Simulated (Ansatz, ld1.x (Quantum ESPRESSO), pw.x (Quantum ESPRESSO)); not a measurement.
## Equation-of-state test of one TM potential (In (Z = 49))

* Element: indium (In)
* Generator: ld1.x (Quantum ESPRESSO) 7.5
* Type: norm-conserving Troullier–Martins (Kleinman–Bylander form)
* Functional: PBE
* Relativity: scalar-relativistic
* Frozen core: [Kr]
* Valence charge: 13
* Reference configuration: 4d10 5s2 5p1
* Partial waves: 5s (bound): rc 2.36 bohr; 4d (bound): rc 1.92 bohr; 5p (bound): rc 2.90 bohr
* Local potential: the p channel
* Core correction: Bessel-smoothed model core inside 1.35 bohr

Crystal test: fcc In in pw.x 7.5, no spin, 12³ k-points, Fermi–Dirac smearing 0.01 Ry, cutoffs 135/540 Ry. The reference is all-electron LAPW (Ansatz 0.2.0) with the same functional, mesh and smearing; V0 and B0 come from Birch–Murnaghan fits to the pressures at five volumes. Errors are pseudo minus all-electron; Δ is the rms difference of the E(V) curves that follow from these fits, minima aligned, over ±6 % about the mean V0. Mesh and smearing are coarse, so the numbers serve the comparison and aren't converged zero-temperature values; the lattice is a test structure that the element need not adopt.

All-electron: a0 = 4.791 Å (V0 = 27.50 Å³/atom), B0 = 34.9 GPa.

Q: How far does the potential miss the all-electron equation of state?

A: mean pressure error (GPa): +1.35; a0 (Å): 4.851; a0 error (%): +1.25; B0 error (%): -3.0; Δ (meV/atom): 7.9. This is a poor potential for the solid.

```json
{"V (Å³/atom)": "26.366", "P all-electron (GPa)": "1.64", "P pseudo (GPa)": "3.29"}
{"V (Å³/atom)": "27.060", "P all-electron (GPa)": "0.58", "P pseudo (GPa)": "2.07"}
{"V (Å³/atom)": "27.754", "P all-electron (GPa)": "-0.32", "P pseudo (GPa)": "1.02"}
{"V (Å³/atom)": "28.448", "P all-electron (GPa)": "-1.08", "P pseudo (GPa)": "0.10"}
{"V (Å³/atom)": "29.142", "P all-electron (GPa)": "-1.74", "P pseudo (GPa)": "-0.67"}
```

Q: At the middle volume, how do free energy and pressure move when the wave cutoff is lowered (ecutrho kept at four times it)?

A:

```tsv
cutoff (Ry)	shift of F (meV/atom)	shift of P (GPa)
61	+125.3	-6.97
81	+30.6	-0.12
108	+7.7	-0.19
```

The run at the middle volume (72 k-points, 6 iterations) took about 38 s on one core of a shared host (Neoverse-V2, 96 threads, 742 GiB, load 33).
